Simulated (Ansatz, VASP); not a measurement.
**Rh in VASP and in Ansatz**

Contents of POSCAR:

```
Rh
1.0
    1.3441500000      2.3281360000      0.0000000000
   -1.3441500000      2.3281360000      0.0000000000
    0.0000000000      0.0000000000      4.2473390000
Rh
2
Direct
    0.3333300000      0.3333400000      0.2500000000
    0.6666600000      0.6666700000      0.7500000000
```

The input INCAR.step1:

```
PREC     = Accurate       # precision mode
ENCUT    = 520            # plane-wave cutoff, eV
ISMEAR   = -1             # smearing method
SIGMA    = 0.1            # smearing width, eV
LREAL    = False          # projectors in reciprocal space
LASPH    = True           # aspherical terms in the spheres
NELM     = 100            # most SCF steps
NBANDS   = 22             # bands
GGA      = PE             # functional
ALGO     = Normal         # electronic algorithm
EDIFF    = 1E-4           # SCF threshold, eV
LWAVE    = True           # write WAVECAR
LCHARG   = False          # write CHGCAR
```

Contents of INCAR.step2:

```
PREC     = Accurate       # precision mode
ENCUT    = 520            # plane-wave cutoff, eV
EDIFF    = 1E-7           # SCF threshold, eV
ISMEAR   = -1             # smearing method
SIGMA    = 0.1            # smearing width, eV
LREAL    = False          # projectors in reciprocal space
LASPH    = True           # aspherical terms in the spheres
NELM     = 100            # most SCF steps
ALGO     = Normal         # electronic algorithm
ISIF     = 2              # what is computed and relaxed
LWAVE    = False          # write WAVECAR
LCHARG   = False          # write CHGCAR
METAGGA  = R2SCAN         # meta-GGA
LMIXTAU  = True         
NBANDS   = 22             # bands
ISTART   = 1
```

KPOINTS

```
Automatic mesh
0
Gamma
  8 8 4
```

Input for Ansatz:

```yaml
crystal:
  lattice:
    - [1.34415, 2.328136, 0.0]
    - [-1.34415, 2.328136, 0.0]
    - [0.0, 0.0, 4.247339]
  atoms:
    - { symbol: Rh, position: [0.33333, 0.33334, 0.25] }
    - { symbol: Rh, position: [0.66666, 0.66667, 0.75] }
  symmetry: { tolerance: 0.0003 }
kpoints:
  mp_grid: { grid: [8, 8, 4], shift: [0, 0, 0] }
magnetization:
  spin_polarized: false
scf:
  occupations: { method: fermi_dirac }
hamiltonian:
  pseudopotentials: { kind: paw }
  xc: r2scan
basis:
  ecutwfc: 500
output:
  forces: true
  stress: true
  eigenvalues: true
```

The cell was built by a generator and needn't be a form met in nature.

Alike in both runs: task single point; functional r2SCAN; k mesh 8 × 8 × 4; no spin polarisation.

|  | VASP | Ansatz |
| --- | --- | --- |
| version | VASP 6.6.1 | Ansatz 0.2.0 |
| potentials or method | VASP PAW PBE potentials, release 64 (Rh_pv) | PAW plane waves |
| plane-wave cutoff (eV) | 520 | 500 |
| occupations | fermi-dirac, width 0.1 eV | fermi-dirac |
| valence electrons in the cell | 30 | 34 |

```tsv
	VASP	Ansatz	Ansatz less VASP
gap on the k mesh at the Fermi level (eV)	none	none	-
pressure (GPa)	12.9	11.4	-1.46
largest component of the traceless stress (GPa)	3.76	3.65	-0.106
```

A gap of «none» marks a metal or a gap that the smearing closes. The two sets of potentials don't hold the same shells in valence. Ansatz warned: «structure_snapped_to_symmetry».

Caveats: the k mesh is coarse (spacing up to 0.37 Å⁻¹), so the values aren't converged; the PAW data sets were made with another functional, which shifts forces and pressure a little (VASP).
